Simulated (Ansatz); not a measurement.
## Σ3 (112) boundary in bcc Mo with Re (substitutional): structure and resistance

How much does the Σ3 (112) boundary in bcc Mo with Re (substitutional) reflect electrons?

Method: Ansatz plane-wave DFT, PBE, PAW files; relaxation of a bicrystal slab with its lowest layers held; PAW set soft_1, in the first sound run; inputs show where later runs differ, in Ansatz 0.2.0.

## (1) Starting point

The cell holds 15 atoms: 14 Mo and 1 Re. Cell: a = 2.725 Å, b = 4.451 Å, c = 28.987 Å, α = 90.0°, β = 90.0°, γ = 90.0°. It derives from Mo. built on the (1 1 2) plane; 1 overlapping atoms removed and the grains opened by 0 Å. Vacuum lies along c.

Coordinates:

```cif
data_structure
_symmetry_space_group_name_H-M 'P 1'
_symmetry_Int_Tables_number 1
_cell_length_a 2.7254
_cell_length_b 4.4505
_cell_length_c 28.9866
_cell_angle_alpha 90.000
_cell_angle_beta 90.000
_cell_angle_gamma 90.000
_cell_volume 351.59
loop_
_atom_site_label
_atom_site_type_symbol
_atom_site_fract_x
_atom_site_fract_y
_atom_site_fract_z
_atom_site_occupancy
Mo1 Mo 0.00000 0.00000 0.17249 1
Mo2 Mo 0.33333 0.50000 0.21682 1
Mo3 Mo 0.66667 0.00000 0.26114 1
Mo4 Mo 0.00000 0.50000 0.30546 1
Mo5 Mo 0.33333 0.00000 0.34978 1
Mo6 Mo 0.66667 0.50000 0.39411 1
Re7 Re 0.00000 0.00000 0.43843 1
Mo8 Mo 0.66667 0.50000 0.48275 1
Mo9 Mo 0.33333 0.00000 0.52707 1
Mo10 Mo 0.00000 0.50000 0.57140 1
Mo11 Mo 0.66667 0.00000 0.61572 1
Mo12 Mo 0.33333 0.50000 0.66004 1
Mo13 Mo 0.00000 0.00000 0.70436 1
Mo14 Mo 0.66667 0.50000 0.74869 1
Mo15 Mo 0.33333 0.00000 0.79301 1
```

## (2) Relaxing the bicrystal

The boundary is built by mirroring the lower grain in the boundary plane and removing any atoms that overlap; then the Re is put in at the boundary. A thin bicrystal slab is relaxed first, with the lowest layers held and the upper grain free to shift and open.

Contents of input.yaml:

```yaml
crystal:
  lattice:
    - [2.7253819457, 0.0, 0.0]
    - [0.0, 4.4505300808, 0.0]
    - [0.0, 0.0, 28.9866031814]
  atoms:
    - { symbol: Mo, position: [0.9999999999, 0.0, 0.1724934781] }
    - { symbol: Mo, position: [0.3333333333, 0.5, 0.2168159315] }
    - { symbol: Mo, position: [0.6666666666, 0.0, 0.261138385] }
    - { symbol: Mo, position: [1.0, 0.5, 0.3054608384] }
    - { symbol: Mo, position: [0.3333333333, 0.0, 0.3497832919] }
    - { symbol: Mo, position: [0.6666666667, 0.5, 0.3941057453] }
    - { symbol: Re, position: [0.0, 0.0, 0.4384281987] }
    - { symbol: Mo, position: [0.6666666667, 0.5, 0.4827506522] }
    - { symbol: Mo, position: [0.3333333333, 0.0, 0.5270731056] }
    - { symbol: Mo, position: [1.0, 0.5, 0.5713955591] }
    - { symbol: Mo, position: [0.6666666666, 0.0, 0.6157180125] }
    - { symbol: Mo, position: [0.3333333333, 0.5, 0.660040466] }
    - { symbol: Mo, position: [0.9999999999, 0.0, 0.7043629194] }
    - { symbol: Mo, position: [0.6666666666, 0.5, 0.7486853729] }
    - { symbol: Mo, position: [0.3333333332, 0.0, 0.7930078263] }
kpoints:
  mp_grid: { grid: [9, 5, 1] }
hamiltonian:
  xc: pbe
  pseudopotentials: { kind: paw, azcp: { folder: soft_1 } }
scf:
  occupations: { method: fermi_dirac, width: 0.1 }
relax:
  f_tol: 0.03
  max_steps: 80
  constraints: [{ sites: [0, 1, 2] }]
```

Launch:

```bash
ansatz run input.yaml --threads 4 --pin off --max-ram 15360MiB --backend cpu --events-out ev --progress --plain --runs-dir out
```

Numbers of over 12 decimals in the logs are rounded to 6 here.

Output:

```text
Engine: ansatz 0.2.0, aarch64-unknown-linux-gnu
Pseudopotentials: kind: paw
Pseudopotential: Mo, paw, valence charge 14, recommended cutoff 420 eV (normal), soft_1/Mo.paw.azcp
Pseudopotential: Re, paw, valence charge 15, recommended cutoff 420 eV (normal), soft_1/Re.paw.azcp
Functional definition: PBE
  parameter kappa = 0.804
  parameter beta = 0.066725
  exchange = pbe_x(kappa = kappa, mu = beta*pi^2/3)
  correlation = pbe_c(beta = beta)
Crystal: 15 atoms, lattice volume = 351.590 Å³
Basis set: ecut = 420 eV, 6951 PW (Γ), exchange–correlation on 40×60×400 points (8 copies of the dense FFT grid, shifted against one another)
Bands: 127, of which v1, the nominal top of the filled ones, is band 106 counted from 1 (105 counted from 0)
Symmetry: 2 space group operations
Space group: Pm (ITA 6), of the structure as read, at distance tolerance 7.1e-5 Å
k-points: 15 of 45 (time reversal used)
Non-local potential: Mo, projectors of the file, l = 0: 3, l = 1: 2, l = 2: 2, l = 3: 1
Non-local potential: Re, projectors of the file, l = 0: 3, l = 1: 2, l = 2: 2, l = 3: 1
PAW form: soft (Blöchl's): semilocal exchange-correlation on the pseudo side does not see the compensation charge
PAW one-centre angular grid: Mo, 590 points (default); XC on 64 Gauss nodes
PAW one-centre angular grid: Re, 590 points (default); XC on 64 Gauss nodes
Initial density: superposition of atomic densities (neutral atoms: chi_scale 0, normalization atom)
Initial wavefunctions: pseudopotential atomic-orbital guess
Functional: x = pbe(κ = 0.804, μ = 0.219515), c = pbe(β = 0.066725)
SCF iter   1: F=—  HF=-80261.175889 eV  |F-HF|=—  |Δ(HF+E_count)|=         —  Δρ=9.12e-2  dr2=2.03e2  ethr=3.10e-3  ⟨swp⟩=7.9  Hψ=8447  notcnv=0
preconditioner: auto → LDOS  [metal: Δε(μ)=0.012 eV  Ē_g=4.623 eV  σ=0.100 eV  W_gap=0.03  n_scr=78 (ndim 8)  ℏωp=18.9 eV  f_vac=0.281  D(μ)=9.19/eV (n_scr^D=50)  β→1.0]
SCF iter   2: F=—  HF=-80258.507993 eV  |F-HF|=—  |Δ(HF+E_count)|=    2.67e0  Δρ=7.96e-2  dr2=2.40e2  ethr=3.10e-3  ⟨swp⟩=5.7  Hψ=5648  notcnv=0  defer=2
SCF iter   3: F=—  HF=-80249.169092 eV  |F-HF|=—  |Δ(HF+E_count)|=    9.34e0  Δρ=1.24e-2  dr2=1.83e0  ethr=3.10e-3  ⟨swp⟩=4.7  Hψ=5148  notcnv=0
SCF iter   4: F=—  HF=-80249.048916 eV  |F-HF|=—  |Δ(HF+E_count)|=   1.20e-1  Δρ=4.35e-3  dr2=1.66e-1  ethr=8.69e-4  ⟨swp⟩=3.6  Hψ=3233  notcnv=0  defer=4
SCF iter   5: F=—  HF=-80249.032768 eV  |F-HF|=—  |Δ(HF+E_count)|=   1.61e-2  Δρ=1.80e-3  dr2=6.86e-2  ethr=7.88e-5  ⟨swp⟩=3.5  Hψ=3863  notcnv=0
SCF iter   6: F=—  HF=-80249.032148 eV  |F-HF|=—  |Δ(HF+E_count)|=   6.21e-4  Δρ=6.14e-4  dr2=3.55e-3  ethr=3.25e-5  ⟨swp⟩=1.5  Hψ=2148  notcnv=0
SCF iter   7: F=—  HF=-80249.032164 eV  |F-HF|=—  |Δ(HF+E_count)|=   1.66e-5  Δρ=2.46e-4  dr2=5.12e-4  ethr=1.68e-6  ⟨swp⟩=2.3  Hψ=2643  notcnv=0
SCF iter   8: F=—  HF=-80249.032306 eV  |F-HF|=—  |Δ(HF+E_count)|=   1.42e-4  Δρ=1.26e-4  dr2=1.10e-4  ethr=2.43e-7  ⟨swp⟩=2.3  Hψ=2669  notcnv=0
SCF iter   9: F=—  HF=-80249.032309 eV  |F-HF|=—  |Δ(HF+E_count)|=   2.62e-6  Δρ=4.56e-5  dr2=2.91e-5  ethr=5.21e-8  ⟨swp⟩=2.3  Hψ=2870  notcnv=0
SCF iter  10: F=-80249.032307 eV  HF=-80249.032310 eV  |F-HF|=2.47e-6  |Δ(HF+E_count)|=   6.15e-7  Δρ=1.82e-5  dr2=3.27e-6  ethr=1.07e-8  ⟨swp⟩=4.8  Hψ=5747  notcnv=0
SCF 1 converged in 10 iterations: F = -80249.032307 eV  dr2 = 3.27e-6
  greatest PAW one-centre occupation: 1.000 electrons in one spin orbital (limit 2), on the Re atom at site 6 (counted from 0), in its partial waves of l = 0
relax step   1: F+E_penalty+E_count = -80249.03230706 eV  Δ(F+E_penalty+E_count) = +0.000e0 eV  max|allowed force component| = 1.531e0 eV/Å  Δτ_max = 0.0000 Å  (10 SCF iters, dr2 threshold 2.25e-5 eV, accepted)
Initial density: handed on by an earlier stage of this run
Initial wavefunctions: those handed on with the density
iter 1 solved again at ethr=1.20e-3 eV; its pass at ethr=3.10e-3 eV (dr2=2.54e0 eV) is discarded
SCF iter   1: F=—  HF=-80249.285736 eV  |F-HF|=—  |Δ(HF+E_count)|=         —  Δρ=1.19e-2  dr2=2.84e0  ethr=1.20e-3  ⟨swp⟩=1.2  Hψ=6399  notcnv=0
preconditioner: auto → LDOS  [metal: Δε(μ)=0.026 eV  Ē_g=4.106 eV  σ=0.100 eV  W_gap=0.07  n_scr=78 (ndim 8)  ℏωp=18.9 eV  f_vac=0.289  D(μ)=10.65/eV (n_scr^D=60)  β→1.0]
SCF iter   2: F=—  HF=-80249.244530 eV  |F-HF|=—  |Δ(HF+E_count)|=   4.12e-2  Δρ=4.89e-3  dr2=2.43e-1  ethr=1.20e-3  ⟨swp⟩=3.5  Hψ=2835  notcnv=0
SCF iter   3: F=—  HF=-80249.219126 eV  |F-HF|=—  |Δ(HF+E_count)|=   2.54e-2  Δρ=2.37e-3  dr2=6.83e-2  ethr=1.15e-4  ⟨swp⟩=3.1  Hψ=3912  notcnv=0
SCF iter   4: F=—  HF=-80249.210402 eV  |F-HF|=—  |Δ(HF+E_count)|=   8.72e-3  Δρ=4.20e-4  dr2=1.13e-3  ethr=3.23e-5  ⟨swp⟩=2.1  Hψ=2656  notcnv=0
SCF iter   5: F=—  HF=-80249.210208 eV  |F-HF|=—  |Δ(HF+E_count)|=   1.94e-4  Δρ=1.26e-4  dr2=1.38e-4  ethr=5.35e-7  ⟨swp⟩=2.9  Hψ=3624  notcnv=0
SCF iter   6: F=-80249.210231 eV  HF=-80249.210238 eV  |F-HF|=6.58e-6  |Δ(HF+E_count)|=   2.95e-5  Δρ=4.18e-5  dr2=1.64e-5  ethr=4.74e-8  ⟨swp⟩=3.0  Hψ=7079  notcnv=0
SCF 2 converged in 6 iterations: F = -80249.210231 eV  dr2 = 1.64e-5
relax step   2: F+E_penalty+E_count = -80249.21023108 eV  Δ(F+E_penalty+E_count) = -1.779e-1 eV  max|allowed force component| = 1.036e0 eV/Å  Δτ_max = 0.1951 Å  (6 SCF iters, dr2 threshold 1.00e-4 eV, accepted)
iter 1 solved again at ethr=5.22e-4 eV; its pass at ethr=3.10e-3 eV (dr2=1.10e0 eV) is discarded
SCF iter   1: F=—  HF=-80249.341203 eV  |F-HF|=—  |Δ(HF+E_count)|=         —  Δρ=1.20e-2  dr2=1.21e0  ethr=5.22e-4  ⟨swp⟩=1.3  Hψ=6316  notcnv=0  defer=1
eigensolver tolerance schedule calibrated: the retry pair's looser diagonalisation under-reported the residual by θ = 0.09 (0.12/decade); ethr = c·dr2/N_el runs at the constant in force after the calibration composes with the one it found (an armed cap, an earlier calibration), c = 7.3e-2
preconditioner: auto → LDOS  [metal: Δε(μ)=0.005 eV  Ē_g=4.074 eV  σ=0.100 eV  W_gap=0.01  n_scr=78 (ndim 8)  ℏωp=18.9 eV  f_vac=0.284  D(μ)=10.67/eV (n_scr^D=60)  β→1.0]
SCF iter   2: F=—  HF=-80249.308828 eV  |F-HF|=—  |Δ(HF+E_count)|=   3.24e-2  Δρ=5.48e-3  dr2=3.13e-1  ethr=4.18e-4  ⟨swp⟩=3.1  Hψ=3620  notcnv=0
SCF iter   3: F=—  HF=-80249.280489 eV  |F-HF|=—  |Δ(HF+E_count)|=   2.83e-2  Δρ=2.44e-3  dr2=6.44e-2  ethr=1.08e-4  ⟨swp⟩=2.9  Hψ=3724  notcnv=0
SCF iter   4: F=—  HF=-80249.274078 eV  |F-HF|=—  |Δ(HF+E_count)|=   6.41e-3  Δρ=5.08e-4  dr2=1.14e-3  ethr=2.22e-5  ⟨swp⟩=2.5  Hψ=2825  notcnv=0
SCF iter   5: F=—  HF=-80249.273665 eV  |F-HF|=—  |Δ(HF+E_count)|=   4.14e-4  Δρ=1.23e-4  dr2=1.22e-4  ethr=3.94e-7  ⟨swp⟩=2.9  Hψ=3749  notcnv=0
SCF iter   6: F=-80249.273653 eV  HF=-80249.273665 eV  |F-HF|=1.23e-5  |Δ(HF+E_count)|=   5.41e-7  Δρ=4.14e-5  dr2=1.76e-5  ethr=2.31e-8  ⟨swp⟩=3.0  Hψ=7508  notcnv=0
SCF 3 converged in 6 iterations: F = -80249.273653 eV  dr2 = 1.76e-5
relax step   3: F+E_penalty+E_count = -80249.27365279 eV  Δ(F+E_penalty+E_count) = -6.342e-2 eV  max|allowed force component| = 1.458e-1 eV/Å  Δτ_max = 0.1518 Å  (6 SCF iters, dr2 threshold 6.70e-5 eV, accepted)
[...]
relax step   4: F+E_penalty+E_count = -80249.27842010 eV  Δ(F+E_penalty+E_count) = -4.767e-3 eV  max|allowed force component| = 3.416e-2 eV/Å  Δτ_max = 0.0373 Å  (5 SCF iters, dr2 threshold 1.33e-6 eV, accepted)
SCF iter   1: F=—  HF=-80249.279795 eV  |F-HF|=—  |Δ(HF+E_count)|=         —  Δρ=1.14e-3  dr2=6.77e-3  ethr=3.39e-5  ⟨swp⟩=2.4  Hψ=3246  notcnv=0
preconditioner: auto → LDOS  [metal: Δε(μ)=0.014 eV  Ē_g=4.074 eV  σ=0.100 eV  W_gap=0.03  n_scr=78 (ndim 8)  ℏωp=18.9 eV  f_vac=0.284  D(μ)=10.72/eV (n_scr^D=64)  β→1.0]
SCF iter   2: F=—  HF=-80249.279416 eV  |F-HF|=—  |Δ(HF+E_count)|=   3.79e-4  Δρ=4.21e-4  dr2=9.84e-4  ethr=3.21e-6  ⟨swp⟩=2.1  Hψ=3162  notcnv=0
SCF iter   3: F=—  HF=-80249.279218 eV  |F-HF|=—  |Δ(HF+E_count)|=   1.98e-4  Δρ=1.55e-4  dr2=1.69e-4  ethr=4.66e-7  ⟨swp⟩=2.3  Hψ=3308  notcnv=0
SCF iter   4: F=—  HF=-80249.279193 eV  |F-HF|=—  |Δ(HF+E_count)|=   2.46e-5  Δρ=3.16e-5  dr2=4.70e-6  ethr=8.01e-8  ⟨swp⟩=2.9  Hψ=3341  notcnv=0
SCF iter   5: F=—  HF=-80249.278958 eV  |F-HF|=—  |Δ(HF+E_count)|=   2.35e-4  Δρ=7.15e-6  dr2=2.04e-7  ethr=2.23e-9  ⟨swp⟩=2.6  Hψ=3495  notcnv=0
SCF iter   6: F=-80249.278958 eV  HF=-80249.278958 eV  |F-HF|=7.61e-9  |Δ(HF+E_count)|=   1.36e-7  Δρ=2.78e-6  dr2=6.37e-8  ethr=4.74e-11  ⟨swp⟩=5.4  Hψ=7153  notcnv=0
SCF 5 converged in 6 iterations: F = -80249.278958 eV  dr2 = 6.37e-8
relax step   5: F+E_penalty+E_count = -80249.27895834 eV  Δ(F+E_penalty+E_count) = -5.382e-4 eV  max|allowed force component| = 1.961e-2 eV/Å  Δτ_max = 0.0116 Å  (6 SCF iters, accepted)
SCF converged after 6 iterations
Free energy (F): -80249.278958 eV
Harris-Foulkes:  -80249.278958 eV  (|F-HF|=7.61e-9)
Internal energy: -80248.914907 eV  (E = F + TS)
E sigma→0 (E₀):  -80249.096933 eV
Entropy (-TS):   -0.364052 eV (-24.270 meV/atom)
Fermi energy:    12.812214 eV
--- Per-component energies (eV) ---
  E_band       = -2615.868524
  E_kinetic    = 6422.213675
  E_local      = -189389.633683  (includes V_loc(G=0)·N_el)
  E_nonlocal   = 2159.421141
  E_hartree    = 91969.316665
  E_xc         = -2817.057496
  E_vxc        = -3356.891769  (∫ρ·V_xc dr)
  E_paw        = -53670.911932  (= ΣΔE_a)
  E_vpaw       = -2389.607574  (= ΣTr[D̂ρ^β])
  E_aug_tail   = 0.000736  (compensation charges beyond the density's cutoff)
  E_ewald      = 65077.735987
  E_smearing   = -0.364052  (= −TS)
  E_closure    = -0.000000  (closes the sum)
  Σ components = -80249.278958   (vs F -80249.278958, Δ=0.00e0)
--- Forces (eV/Å), atoms counted from 1 ---
  atom   1  Mo    -0.08992023     0.00000000     1.52462311
  atom   2  Mo    -0.20176272    -0.00000000    -0.92190966
  atom   3  Mo     0.29824811     0.00000000    -0.60694388
  atom   4  Mo    -0.00048245    -0.00000000    -0.00046901
  atom   5  Mo     0.00322146    -0.00000000     0.00102322
  atom   6  Mo     0.00948224     0.00000000     0.00741162
  atom   7  Re     0.00774489     0.00000000    -0.00668865
  atom   8  Mo    -0.01961275     0.00000000     0.00894267
  atom   9  Mo     0.00216401    -0.00000000    -0.00945405
  atom  10  Mo    -0.00098697    -0.00000000    -0.00490794
  atom  11  Mo    -0.00150520     0.00000000    -0.00590990
  atom  12  Mo    -0.00513929    -0.00000000    -0.00229273
  atom  13  Mo     0.00370408    -0.00000000     0.00954647
  atom  14  Mo    -0.00522539    -0.00000000     0.00677966
  atom  15  Mo     0.00002632     0.00000000     0.00020245
  max |Σ_I F_I| component: 4.66e-5 eV/Å
--- Relaxed structure (5 steps of the walk, 5 accepted, 0 SCFs on fresh bases) ---
  F+E_penalty+E_count = -80249.27895834 eV   max|allowed force component| = 1.961e-2 eV/Å
  atoms:
    - { symbol: Mo, position: [1.000000, 0.0, 0.1724934781] }
    - { symbol: Mo, position: [0.3333333333, 0.5, 0.2168159315] }
    - { symbol: Mo, position: [0.6666666666, 0.0, 0.261138385] }
    - { symbol: Mo, position: [0.991029, 0.5, 0.305214] }
    - { symbol: Mo, position: [0.322512, 0, 0.350861] }
    - { symbol: Mo, position: [0.655335, 0.5, 0.393783] }
    - { symbol: Re, position: [0.00584469, 0, 0.439854] }
    - { symbol: Mo, position: [0.647613, 0.5, 0.486561] }
    - { symbol: Mo, position: [0.318450, 0, 0.529689] }
    - { symbol: Mo, position: [0.979703, 0.5, 0.574641] }
    - { symbol: Mo, position: [0.658817, 0, 0.618472] }
    - { symbol: Mo, position: [0.328117, 0.5, 0.664448] }
    - { symbol: Mo, position: [1.003106, 0, 0.708863] }
    - { symbol: Mo, position: [0.645467, 0.5, 0.753879] }
    - { symbol: Mo, position: [0.309433, 0, 0.791458] }
```

Run time: 92 s. Hardware: 4 threads of Arm Neoverse V1, shared host; peak memory 1.3 GiB.

Step by step:

| step | energy less that of the first step (eV) | largest force component (eV/Å) |
| --- | --- | --- |
| 1 | 0.0000 | 1.5311 |
| 2 | -0.1779 | 1.0355 |
| 3 | -0.2413 | 0.1458 |
| 4 | -0.2461 | 0.0342 |
| 5 | -0.2467 | 0.0196 |

Forces are held to the 2 operations that the run works with; a distortion that breaks them can't arise in this run.

The atoms that moved most (Å):

| atom | dx | dy | dz | length |
| --- | --- | --- | --- | --- |
| Mo14 | -0.058 | 0.000 | 0.151 | 0.161 |
| Mo13 | 0.008 | 0.000 | 0.130 | 0.131 |
| Mo12 | -0.014 | 0.000 | 0.128 | 0.129 |
| Mo8 | -0.052 | 0.000 | 0.110 | 0.122 |
| Mo10 | -0.055 | 0.000 | 0.094 | 0.109 |
| Mo9 | -0.041 | 0.000 | 0.076 | 0.086 |
| Mo11 | -0.021 | 0.000 | 0.080 | 0.083 |
| Mo15 | -0.065 | 0.000 | -0.045 | 0.079 |

Numbers from this step:

```
free energy             : -80249.2790 eV
energy at zero smearing : -80249.0969 eV
Fermi energy            : 12.81 eV
```

The largest force component on a free atom ends at 0.020 eV/Å, under the tolerance of 0.03, after 5 steps.

(Part 1 of 2 ends here.)

[Logs are printed without paths, hosts, clocks, repeated set-up lines and the standing remarks that a program may print on its own settings, such as how far it seeks lower states.]

[Hosts, paths, dates, database ids (printed as entryN), source tags and the programs' standing remarks are cut or masked in the printed files.]
